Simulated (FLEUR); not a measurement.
# Ni (Fm-3m) in FLEUR: settings compared

The runs below take Ni through single point, with PBEsol, PBE.

Program: FLEUR MaX-R8.1 (later development tree). These are calculated values, not measurements. Logs are shortened: lines on timing, memory, paths and dates and some standing lists are left out, and cuts for length are marked.

## 1. The crystal as given

Symmetry: Fm-3m, No. 225, cubic system. Conventional cell: a = 3.475 Å, b = 3.475 Å, c = 3.475 Å, α = 90.00°, β = 90.00°, γ = 90.00°. Around Ni (site symmetry m-3m) lie 12 Ni at 2.46 Å.

## 2. Single point, PBEsol, collinear spin, ferromagnetic start

inp.xml reads:

```xml
<?xml version="1.0" encoding="UTF-8" standalone="no"?>
<fleurInput fleurInputVersion="0.39">
   <comment>
      Ni                                                                                                  
   </comment>
   <calculationSetup>
      <cutoffs Kmax="4.64" Gmax="14.4" GmaxXC="14.4" numbands="0"/>
      <scfLoop itmax="60" minDistance="0.00001" maxIterBroyd="15" imix="Anderson" alpha="0.05" precondParam="0.0" spinf="2.0" sdNocoIR="T"/>
      <coreElectrons ctail="T" frcor="F" kcrel="0" coretail_lmax="0"/>
      <xcFunctional name="PBEs" relativisticCorrections="F"/>
      <magnetism jspins="2"/>
      <soc l_soc="F" theta="0.0" phi="0.0" spav="F"/>
      <expertModes spex="0" secvar="F"/>
      <geometryOptimization l_f="T" forcealpha="1.0" forcemix="BFGS" epsdisp="0.0005" epsforce="0.0002"/>
      <ldaU l_linMix="F" mixParam="0.05" spinf="1.0"/>
   </calculationSetup>
   <cell>
      <bzIntegration valenceElectrons="18.0" mode="hist" fermiSmearingEnergy="0.00183747">
         <kPointListSelection listName="default-1"/>
         <!-- k-points included here -->
         <xi:include xmlns:xi="http://www.w3.org/2001/XInclude" href="kpts.xml"> </xi:include>
      </bzIntegration>
      <!-- symmetry operations included here -->
      <xi:include xmlns:xi="http://www.w3.org/2001/XInclude" href="sym.xml"> </xi:include>
      <bulkLattice scale="1.0">
         <bravaisMatrix>
            <row-1>    0.0000000000000000     3.2835369648879453     3.2835369648879453</row-1>
            <row-2>    3.2835369648879453     0.0000000000000000     3.2835369648879453</row-2>
            <row-3>    3.2835369648879453     3.2835369648879453     0.0000000000000000</row-3>
         </bravaisMatrix>
      </bulkLattice>
   </cell>
   <atomSpecies>
      <species name="Nickel (Ni1.000" element="Ni" atomicNumber="28">
         <mtSphere radius="2.11" gridPoints="711" logIncrement="0.017"/>
         <atomicCutoffs lmax="9" lnonsphr="9"/>
         <electronConfig flipSpins="F">
            <coreConfig>(1s1/2) (2s1/2) (2p1/2) (2p3/2)</coreConfig>
            <valenceConfig>(3s1/2) (3p1/2) (3p3/2) (4s1/2) (3d3/2) (3d5/2)</valenceConfig>
            <stateOccupation state="(3d3/2)" spinUp="1.6" spinDown="1.6"/>
            <stateOccupation state="(3d5/2)" spinUp="2.9" spinDown="1.9"/>
         </electronConfig>
         <energyParameters s="4" p="4" d="3" f="4"/>
         <lo type="SCLO" l="0" n="3" eDeriv="0"/>
         <lo type="SCLO" l="1" n="3" eDeriv="0"/>
         <lo type="SCLO" l="1" n="3" eDeriv="1"/>
         <lo type="SCLO" l="2" n="3" eDeriv="2"/>
         <lo type="SCLO" l="3" n="4" eDeriv="2"/>
      </species>
   </atomSpecies>
   <atomGroups>
      <atomGroup species="Nickel (Ni1.000">
         <relPos label="                   1">.0000000000 .0000000000 .0000000000</relPos>
         <force calculate="T" relaxXYZ="TTT"/>
      </atomGroup>
   </atomGroups>
   <output dos="F" band="F" slice="F">
      <checks vchk="F" cdinf="F"/>
      <bandDOS minEnergy="-.5*Htr" maxEnergy="0.5*Htr" sigma="0.015" storeEVData="T"/>
      <vacuumDOS vacdos="F" integ="F" star="F" nstars="0" locx1="0.0" locy1="0.0" locx2="0.0" locy2="0.0" nstm="0" tworkf="0.0"/>
      <unfoldingBand unfoldBand="F" supercellX="1" supercellY="1" supercellZ="1"/>
      <plotting iplot="0" polar="F">
         <plot TwoD="T" vec1="  1.0  0.0  0.0" vec2="  0.0  1.0  0.0" vec3="  0.0  0.0  1.0" zero="  0.0  0.0  0.0" file="plot"/>
      </plotting>
      <chargeDensitySlicing numkpt="0" minEigenval="0.0" maxEigenval="0.0" nnne="0" pallst="F"/>
      <specialOutput eonly="F"/>
      <moessbauerParams electricFieldGradient="T" isomerShift="T" coreHyperfine="T" valenceHyperfine="T"/>
      <magneticCircularDichroism mcd="F" energyLo="-10.0" energyUp="0.0"/>
   </output>
  <!-- We include the file relax.xml here to enable relaxations (see documentation) -->
  <xi:include xmlns:xi="http://www.w3.org/2001/XInclude" href="relax.xml"> <xi:fallback/> </xi:include>
</fleurInput>
```

crystal.txt reads:

```
Ni
&input cartesian=F /
0.0000000000  1.7375729330  1.7375729330
1.7375729330  0.0000000000  1.7375729330
1.7375729330  1.7375729330  0.0000000000
1.8897261246
1.0 1.0 1.0

1
28 0.0000000000  0.0000000000  0.0000000000 : 1.000

&kpt div1=13 div2=13 div3=13 gamma=T /
```

Potentials or basis: all-electron, FLAPW.

The run is started by

```sh
$ inpgen -f crystal.txt -profile fastHighL
$ # inp.xml edited to the form shown
$ fleur_MPI
```

The log of the run:

```text
Welcome to FLEUR        (www.flapw.de)
      MaX-Release 8.1          (www.max-centre.eu)

 ========== k-point set info ==========
 Selected k-point list: default-1
 k-point list type: mesh
 13 x 13 x 13
 Number of k points: 84

 ------------Calculation Setup---------------------------
 Number of MPI-tasks      :            1
 Number of PE/node        :            1
 Number of OMP-threads    :            1
 Most efficient MPI parallelization for:
           1           2           3           4           6           7          12          14          21          28          42          84
 Additional eigenvalue parallelization possible
 Number of basis functions:          162
 Approximate size of matrices (H+S) per k-point:         0.000 GB
 --------------------------------------------------------
 Iteration:     1   Distance:      10.66974332 me/bohr^3
 Iteration:     2   Distance:      10.22242157 me/bohr^3
 Iteration:     3   Distance:       4.13856876 me/bohr^3
 Iteration:     4   Distance:       1.52802568 me/bohr^3
 Iteration:     5   Distance:       1.24383680 me/bohr^3
 Iteration:     6   Distance:       0.36463451 me/bohr^3
 Iteration:     7   Distance:       0.34457117 me/bohr^3
 Iteration:     8   Distance:       0.01886208 me/bohr^3
 Iteration:     9   Distance:       0.04286049 me/bohr^3
 Iteration:    10   Distance:       0.00773820 me/bohr^3
 Iteration:    11   Distance:       0.00373649 me/bohr^3
 Iteration:    12   Distance:       0.00281260 me/bohr^3
 Iteration:    13   Distance:       0.00012569 me/bohr^3
 Iteration:    14   Distance:       0.00006554 me/bohr^3
 Iteration:    15   Distance:       0.00001562 me/bohr^3
 Iteration:    16   Distance:       0.00001507 me/bohr^3
 Iteration:    17   Distance:       0.00000711 me/bohr^3

 ********************************************************************
 Run finished successfully
 Stop message:
   Structural relaxation: Done
 ********************************************************************
```

Wall time 85 s (1 thread of Intel Xeon 6975P-C (Granite Rapids), shared host); peak memory 0.06 GiB.

What came out:

| Quantity | Value |
| --- | --- |
| Free energy | -41349.2870 eV |
| Band gap on the k mesh | none (metal or under the smearing width) |
| Net moment | 0.63 μB per cell |
| Site moments | Ni +0.67 μB |
| Valence electrons inside the program's atomic spheres | Ni 16.67 (radii Ni 2.11 bohr) |

Core levels (eV from the Fermi level):
```tsv
atom	levels
1 Ni	1s1/2 -8194.8, 2s1/2 -973.0, 2p1/2 -848.0, 2p3/2 -830.5
```

## 3. Single point, PBEsol, collinear spin, ferromagnetic start (cell strained at random at fixed volume)

inp.xml: that of step 2 with these lines changed.

```diff
@@ -26,5 +26,5 @@
          <bravaisMatrix>
-            <row-1>    0.0000000000000000     3.2835369648879453     3.2835369648879453</row-1>
-            <row-2>    3.2835369648879453     0.0000000000000000     3.2835369648879453</row-2>
-            <row-3>    3.2835369648879453     3.2835369648879453     0.0000000000000000</row-3>
+            <row-1>    0.0312749673621300     3.3207231221794742     3.3414874328365789</row-1>
+            <row-2>    3.2486621958701023     0.0308630070669672     3.3418993931317420</row-2>
+            <row-3>    3.2398863077474602     3.3123591943519948     0.0396388951896096</row-3>
          </bravaisMatrix>
@@ -34,3 +34,3 @@
       <species name="Nickel (Ni1.000" element="Ni" atomicNumber="28">
-         <mtSphere radius="2.11" gridPoints="711" logIncrement="0.017"/>
+         <mtSphere radius="2.11" gridPoints="705" logIncrement="0.017"/>
          <atomicCutoffs lmax="9" lnonsphr="9"/>
```

crystal.txt reads:

```
Ni
&input cartesian=F /
0.0165500000  1.7572510000  1.7682390000
1.7191180000  0.0163320000  1.7684570000
1.7144740000  1.7528250000  0.0209760000
1.8897261246
1.0 1.0 1.0

1
28 0.0065090000  0.0114400000  -0.0328950000 : 1.000

&kpt div1=13 div2=13 div3=13 gamma=T /
```

Potentials or basis: all-electron, FLAPW.

The run is started by

```sh
$ inpgen -f crystal.txt -profile fastHighL
$ # inp.xml edited to the form shown
$ fleur_MPI
```

The log of the run:

```text
Welcome to FLEUR        (www.flapw.de)
      MaX-Release 8.1          (www.max-centre.eu)

 ========== k-point set info ==========
 Selected k-point list: default-1
 k-point list type: mesh
 13 x 13 x 13
 Number of k points: 1099

 ------------Calculation Setup---------------------------
 Number of MPI-tasks      :            1
 Number of PE/node        :            1
 Number of OMP-threads    :            1
 Most efficient MPI parallelization for:
           1           7         157        1099
 Additional eigenvalue parallelization possible
 Number of basis functions:          164
 Approximate size of matrices (H+S) per k-point:         0.000 GB
 --------------------------------------------------------
 Iteration:     1   Distance:      10.60839877 me/bohr^3
 Iteration:     2   Distance:      10.16539422 me/bohr^3
 Iteration:     3   Distance:       4.12938455 me/bohr^3
 Iteration:     4   Distance:       1.39148144 me/bohr^3
 Iteration:     5   Distance:       1.56711180 me/bohr^3
 Iteration:     6   Distance:       0.29160348 me/bohr^3
 Iteration:     7   Distance:       0.27904562 me/bohr^3
 Iteration:     8   Distance:       0.03316386 me/bohr^3
 Iteration:     9   Distance:       0.02686298 me/bohr^3
 Iteration:    10   Distance:       0.01022712 me/bohr^3
 Iteration:    11   Distance:       0.00537924 me/bohr^3
 Iteration:    12   Distance:       0.00840854 me/bohr^3
 Iteration:    13   Distance:       0.00362924 me/bohr^3
 Iteration:    14   Distance:       0.00188668 me/bohr^3
 Iteration:    15   Distance:       0.00058366 me/bohr^3
 Iteration:    16   Distance:       0.00055801 me/bohr^3
 Iteration:    17   Distance:       0.00012767 me/bohr^3
 Iteration:    18   Distance:       0.00002438 me/bohr^3
 Iteration:    19   Distance:       0.00000698 me/bohr^3

 ********************************************************************
 Run finished successfully
 Stop message:
   Structural relaxation: Done
 ********************************************************************
```

out.xml (last iteration):

```text
<iteration numberForCurrentRun="   20" overallNumber="   20">
         <energyParameters units="Htr">
            <atomicEP atomType="1" spin="1" branch="4s" branchLowest="-3.40" branchHighest="2.22" value="0.2133626122"/>
            <atomicEP atomType="1" spin="1" branch="4p" branchLowest="-1.93" branchHighest="2.87" value="0.3517495935"/>
            <atomicEP atomType="1" spin="1" branch="3d" branchLowest="-9.99" branchHighest="0.45" value="0.3045412805"/>
[... 102 lines left out ...]
            <freeEnergy value="-1519.5581484822"/>
            <extrapolationTo0K value="-1519.5579135415"/>
         </totalEnergy>
         <totalForcesOnRepresentativeAtoms units="Htr/bohr">
            <forceTotal atomType="1" x="0.000000" y="0.000000" z="0.000000" F_x="0.00000000" F_y="0.00000000" F_z="0.00000000"/>
         </totalForcesOnRepresentativeAtoms>
      </iteration>
```

It took 26 min on 1 thread of Intel Xeon 6975P-C (Granite Rapids), shared host; peak memory 0.12 GiB.

What came out:

```
Free energy                                           : -41349.2837 eV
Band gap on the k mesh                                : none (metal or under the smearing width)
Net moment                                            : 0.63 μB per cell
Site moments                                          : Ni +0.66 μB
Valence electrons inside the program's atomic spheres : Ni 16.67 (radii Ni 2.11 bohr)
```

Levels at points of the mesh, in eV from the Fermi level:
Spin up:
| k point | band 5 | band 6 | band 7 | band 8 | band 9 | band 10 | band 11 | band 12 | band 13 | band 14 |
| --- | --- | --- | --- | --- | --- | --- | --- | --- | --- | --- |
| (0.00, 0.00, 0.00) | -9.43 | -2.66 | -2.56 | -2.43 | -1.39 | -1.21 | 23.70 | 27.39 | 28.09 | 28.32 |
Spin down:
```csv
k point,band 5,band 6,band 7,band 8,band 9,band 10,band 11,band 12,band 13,band 14
"(0.00, 0.00, 0.00)",-9.44,-1.93,-1.83,-1.70,-0.77,-0.60,23.59,27.39,28.08,28.33
```

Core levels (eV from the Fermi level):
| atom | levels |
| --- | --- |
| 1 Ni | 1s1/2 -8194.8, 2s1/2 -973.0, 2p1/2 -848.0, 2p3/2 -830.5 |

## 4. Single point, PBE, collinear spin, ferromagnetic start

inp.xml: that of step 3 with these lines changed.

```diff
@@ -9,3 +9,3 @@
       <coreElectrons ctail="T" frcor="F" kcrel="0" coretail_lmax="0"/>
-      <xcFunctional name="PBEs" relativisticCorrections="F"/>
+      <xcFunctional name="pbe" relativisticCorrections="F"/>
       <magnetism jspins="2"/>
@@ -26,5 +26,5 @@
          <bravaisMatrix>
-            <row-1>    0.0312749673621300     3.3207231221794742     3.3414874328365789</row-1>
-            <row-2>    3.2486621958701023     0.0308630070669672     3.3418993931317420</row-2>
-            <row-3>    3.2398863077474602     3.3123591943519948     0.0396388951896096</row-3>
+            <row-1>    0.0000000000000000     3.2835369648879453     3.2835369648879453</row-1>
+            <row-2>    3.2835369648879453     0.0000000000000000     3.2835369648879453</row-2>
+            <row-3>    3.2835369648879453     3.2835369648879453     0.0000000000000000</row-3>
          </bravaisMatrix>
@@ -33,4 +33,4 @@
    <atomSpecies>
-      <species name="Nickel (Ni1.000" element="Ni" atomicNumber="28">
-         <mtSphere radius="2.11" gridPoints="705" logIncrement="0.017"/>
+      <species name="Nickel (Ni2.500" element="Ni" atomicNumber="28">
+         <mtSphere radius="2.11" gridPoints="711" logIncrement="0.017"/>
          <atomicCutoffs lmax="9" lnonsphr="9"/>
@@ -39,4 +39,4 @@
             <valenceConfig>(3s1/2) (3p1/2) (3p3/2) (4s1/2) (3d3/2) (3d5/2)</valenceConfig>
-            <stateOccupation state="(3d3/2)" spinUp="1.6" spinDown="1.6"/>
-            <stateOccupation state="(3d5/2)" spinUp="2.9" spinDown="1.9"/>
+            <stateOccupation state="(3d3/2)" spinUp="2.0" spinDown="1.2"/>
+            <stateOccupation state="(3d5/2)" spinUp="3.0" spinDown="1.8"/>
          </electronConfig>
@@ -51,3 +51,3 @@
    <atomGroups>
-      <atomGroup species="Nickel (Ni1.000">
+      <atomGroup species="Nickel (Ni2.500">
          <relPos label="                   1">.0000000000 .0000000000 .0000000000</relPos>
```

crystal.txt reads:

```
Ni
&input cartesian=F /
0.0000000000  1.7375729330  1.7375729330
1.7375729330  0.0000000000  1.7375729330
1.7375729330  1.7375729330  0.0000000000
1.8897261246
1.0 1.0 1.0

1
28 0.0000000000  0.0000000000  0.0000000000 : 2.500

&kpt div1=13 div2=13 div3=13 gamma=T /
```

Potentials or basis: all-electron, FLAPW.

The run is started by

```sh
$ inpgen -f crystal.txt -profile fastHighL
$ # inp.xml edited to the form shown
$ fleur_MPI
```

The log of the run:

```text
Welcome to FLEUR        (www.flapw.de)
      MaX-Release 8.1          (www.max-centre.eu)

 ========== k-point set info ==========
 Selected k-point list: default-1
 k-point list type: mesh
 13 x 13 x 13
 Number of k points: 84

 ------------Calculation Setup---------------------------
 Number of MPI-tasks      :            1
 Number of PE/node        :            1
 Number of OMP-threads    :            1
 Most efficient MPI parallelization for:
           1           2           3           4           6           7          12          14          21          28          42          84
 Additional eigenvalue parallelization possible
 Number of basis functions:          162
 Approximate size of matrices (H+S) per k-point:         0.000 GB
 --------------------------------------------------------
 Iteration:     1   Distance:      38.47469447 me/bohr^3
 Iteration:     2   Distance:      36.92233903 me/bohr^3
 Iteration:     3   Distance:       7.85020789 me/bohr^3
 Iteration:     4   Distance:       9.57686414 me/bohr^3
 Iteration:     5   Distance:       8.03830307 me/bohr^3
 Iteration:     6   Distance:       9.93295378 me/bohr^3
 Iteration:     7   Distance:       2.01051410 me/bohr^3
 Iteration:     8   Distance:       1.97091161 me/bohr^3
 Iteration:     9   Distance:       0.14907999 me/bohr^3
 Iteration:    10   Distance:       0.57606312 me/bohr^3
 Iteration:    11   Distance:       0.11984800 me/bohr^3
 Iteration:    12   Distance:       0.11453510 me/bohr^3
 Iteration:    13   Distance:       0.00898571 me/bohr^3
 Iteration:    14   Distance:       0.00911640 me/bohr^3
 Iteration:    15   Distance:       0.00090466 me/bohr^3
 Iteration:    16   Distance:       0.00085727 me/bohr^3
 Iteration:    17   Distance:       0.00056563 me/bohr^3
 Iteration:    18   Distance:       0.00006118 me/bohr^3
 Iteration:    19   Distance:       0.00001758 me/bohr^3
 Iteration:    20   Distance:       0.00000397 me/bohr^3

 ********************************************************************
 Run finished successfully
 Stop message:
   Structural relaxation: Done
 ********************************************************************
```

Run time: 63 s. Hardware: 1 thread of Arm Neoverse V2, shared host; peak memory 0.06 GiB.

What came out:

```
Free energy                                           : -41384.0161 eV
Band gap on the k mesh                                : none (metal or under the smearing width)
Net moment                                            : 0.63 μB per cell
Site moments                                          : Ni +0.67 μB
Valence electrons inside the program's atomic spheres : Ni 16.68 (radii Ni 2.11 bohr)
```

Core levels (eV from the Fermi level):
```csv
atom,levels
1 Ni,"1s1/2 -8202.6, 2s1/2 -973.9, 2p1/2 -848.5, 2p3/2 -831.0"
```

## 5. The runs side by side

| level | cell | gap on the mesh (eV) | moment (μB) |
| --- | --- | --- | --- |
| PBEsol | as given | none | 0.63 |
| PBEsol | cell strained at random at fixed volume | none | 0.63 |
| PBE | as given | none | 0.63 |

Alike in all rows: task single point; potentials or basis all-electron, FLAPW; spin collinear, ferromagnetic start; k mesh 13 × 13 × 13; smearing fermi-dirac 0.05 eV; kmax 4.64 1/bohr.

Compare energies only between runs with the same functional and basis.
